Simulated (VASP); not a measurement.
Runs of VASP 6.6.1 on Rh. The structure is cubic, space group Im-3m (No. 229). The conventional cell has a = 3.022 Å, b = 3.022 Å, c = 3.022 Å, α = 90.00°, β = 90.00°, γ = 90.00°. Rh (site symmetry m-3m) is surrounded by 8 Rh at 2.62 Å. This isn't the form of Rh at room conditions, which is fcc.

```tsv
level	potentials or basis	k mesh	cutoff (eV)	mesh quality	gap on the mesh (eV)	pressure (GPa)	relaxed volume (Å³/atom)
PBEsol	VASP PAW PBE potentials, release 64 (Rh)	20 × 20 × 20	580	not flagged	none	0.0	13.83
PBEsol	VASP PAW PBE potentials, release 64 (Rh_pv)	20 × 20 × 20	600	not flagged	none	0.0	13.88
PBE	VASP PAW PBE potentials, release 64 (Rh_pv)	20 × 20 × 20	600	not flagged	none	0.0	14.46
LDA	VASP PAW LDA potentials, release 64 (Rh_pv)	20 × 20 × 20	600	not flagged	none	0.0	(a)
PBEsol	VASP PAW PBE potentials, release 64 (Rh_pv)	8 × 8 × 8	600	coarse	none	0.0	13.88
```

Alike in all rows: task relaxation of cell and atoms; no spin polarisation; cell relaxed; smearing gaussian 0.1 eV.

Estimate the missing entries.

(a) 13.62.

Caveats: some runs use coarse meshes; the PAW data sets were made with another functional, which shifts forces and pressure a little (some runs).

A k mesh can miss the band edges, and the runs leave out spin-orbit coupling on Rh.

A gap of «none» marks a metal or a gap under the smearing width.

Not every run made on this cell is shown here.
